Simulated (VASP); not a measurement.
Here is a VASP 6.6.1 calculation.

Contents of INCAR:

```
  ALGO = Normal
  EDIFF = 1E-7
  ENCUT = 520
  GGA = PE
  ISIF = 2
  ISMEAR = 0
  LASPH = True
  LCHARG = False
  LREAL = False
  LWAVE = False
  NBANDS = 13
  NELM = 60
  PREC = Accurate
  SIGMA = 1.0
```

KPOINTS

```
k-points
0
Gamma
  18 18 18
```

POSCAR

```
W                                       
1.0
   -1.5944495532      1.5944495532      1.5944495532
    1.5944495532     -1.5944495532      1.5944495532
    1.5944495532      1.5944495532     -1.5944495532
  W             
     1
Direct
     0.0000000000000000    0.0000000000000000    0.0000000000000000
```

Potentials or basis: VASP PAW PBE potentials, release 64 (W_sv).

Command:

```console
$ cat potpaw_PBE.64/W_sv/POTCAR > POTCAR
$ mpirun -np 1 vasp_std > vasp.out
```

What does it give for the pressure?

0.0 GPa.

Predict the band gap on the k mesh.

none (metal or under the smearing width).

Spin-orbit coupling is left out, which matters for the levels of W.
